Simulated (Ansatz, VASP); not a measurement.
# Zr in VASP and in Ansatz

The input INCAR:

```
SYSTEM = Zr
ALGO = Normal
EDIFF = 1E-7
ENCUT = 520
GGA = PS
ISIF = 2
ISMEAR = -1
LASPH = .True.
LCHARG = .True.
LELF = .True.
LREAL = .False.
LVHAR = .True.
LWAVE = .False.
NBANDS = 12
NELM = 80
PREC = Accurate
SIGMA = 0.1
```

Contents of KPOINTS:

```
k-points
0
Gamma
  14 14 14
  0 0 0
```

POSCAR

```
Zr
1.0
    0.0000000000      2.1388435458      2.1388435458
    2.1388435458      0.0000000000      2.1388435458
    2.1388435458      2.1388435458      0.0000000000
Zr
1
Direct
    0.0000000000      0.0000000000      0.0000000000
```

Input for Ansatz:

```yaml
crystal:
  lattice:
    - [0.0, 2.1388435458, 2.1388435458]
    - [2.1388435458, 0.0, 2.1388435458]
    - [2.1388435458, 2.1388435458, 0.0]
  atoms:
    - { symbol: Zr, position: [0.0, 0.0, 0.0] }
hamiltonian:
  xc: pbesol
  pseudopotentials:
    kind: paw
    azcp:
      Zr: "pseudopotentials/Zr.paw.azcp"
basis:
  ecutwfc: 420
  fft_grid_basis: typed
kpoints:
  mp_grid: { grid: [14, 14, 14], shift: [0, 0, 0] }
magnetization:
  spin_polarized: false
scf:
  occupations: { method: fermi_dirac, width: 0.1 }
  lower_state_search: "off"
output:
  stress: true
```

Alike in both runs: task single point; functional PBEsol; k mesh 14 × 14 × 14; occupations fermi-dirac, width 0.1 eV; no spin polarisation.

|  | VASP | Ansatz |
| --- | --- | --- |
| version | VASP 6.6.1 | Ansatz 0.2.0 |
| potentials or method | VASP PAW PBE potentials, release 64 (Zr_sv) | plane waves (420 eV) with PAW, scalar-relativistic |
| plane-wave cutoff (eV) | 520 | 420 |
| valence electrons in the cell | 12 | 12 |

```tsv
	VASP	Ansatz	Ansatz less VASP
pressure (GPa)	15.4	15.3	-0.11
```

Ansatz warned: «pseudo_functional_mismatch».

Caveats: so large a pressure means that the cell lies far from this level's equilibrium, or that cutoff or potentials fall short (VASP); the potentials were made for another functional, which shifts forces and pressure (VASP).
